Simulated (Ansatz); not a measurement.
**Squeezing ZrN (rocksalt type)**

```
CELL_PARAMETERS angstrom
0.00000 2.29735 2.29735
2.29735 0.00000 2.29735
2.29735 2.29735 0.00000
ATOMIC_POSITIONS crystal
Zr 0.00000 0.00000 0.00000
N 0.50000 0.50000 0.50000
```

The cell comes from a relaxation on PAW files under the same functional, begun from a prototype that needn't be the stable phase.

Its volume is scaled at fixed shape and fractional positions.

Computed with Ansatz 0.2.0; functional PBE, scalar-relativistic. Settings: a Γ-centred 17×17×17 k mesh, Fermi–Dirac smearing of 0.05 eV, no spin polarisation. Methods: LAPW: all electrons, basis error target 1 meV/atom; PAW: frozen-core files, cutoff 420 eV; crystal datasets: all electrons, by PAW datasets that the program makes for each cell; norm-conserving: pseudopotentials, cutoff 1240 eV; PAW (core large): files with a larger core, cutoff 420 eV.

Energies are extrapolated to zero smearing and count from the unscaled cell; pressure is positive in compression; gaps take the mesh and a band path. No temperature or zero-point motion is included.

```
V/V0  V (Å³/atom)  P LAPW (GPa)  ΔE LAPW (eV/atom)  P PAW − LAPW (GPa)  ΔE PAW − LAPW (meV/atom)
1.00        12.13          0.05              0.000               -0.05                       0.0
0.94        11.40         17.66              0.038               -0.03                      -0.2
0.88        10.67             ?                  ?                   ?                         ?
0.80         9.70          89.5              0.557                0.03                      -0.2
0.72         8.73         164.3              1.308                0.10                       0.2
0.64         7.76         284.7              2.638                0.29                       1.3
0.55         6.67         518.3              5.294                0.52                       4.4
```

Fit the Vinet equation to the LAPW pressures shown (residuals weighted by 1/(|P| + 0.03·Pmax)), and predict the pressure of the withheld row.

The fit gives V0 = 12.13 Å³/atom, B0 = 245 GPa and B0′ = 4.54. At 10.67 Å³/atom, x = (V/V0)^(1/3) = 0.9582, and P = 3·B0·(1 − x)/x²·exp[1.5·(B0′ − 1)·(1 − x)] = 41.8 GPa. The run itself gave 41.9 GPa (-0.4 % off) and ΔE = 0.170 eV/atom.

From the table, what is the rise of the enthalpy H = E + pV up to the last row, and how stiff is the crystal between the last two rows?

ΔH = 5.294 eV + (518.3 GPa × 6.67 Å³ − 0.05 GPa × 12.13 Å³) × 0.006242 eV/(GPa·Å³) = 26.86 eV/atom, of which pV makes 80 %. The mean bulk modulus there is −ΔP/Δln V = 1540 GPa.

At the smallest volume, how far do crystal datasets and norm-conserving and PAW (core large) lie from LAPW in pressure?

crystal datasets: 0.00 GPa; norm-conserving: +0.64 GPa; PAW (core large): +0.52 GPa, on a LAPW pressure of 518.3 GPa.

How do the Löwdin populations by LAPW change from the unscaled cell to the last row?

Zr 4s 1.94 → 1.85, Zr 5s 0.42 → 0.38, Zr 4p 5.98 → 5.94, Zr 4d 2.86 → 3.41, N 2s 1.53 → 1.33, N 2p 4.22 → 4.05 electrons an atom. These are projections on the shells that the free atoms fill; 0.06 e a cell lies outside them at the start and 0.06 e at the end.
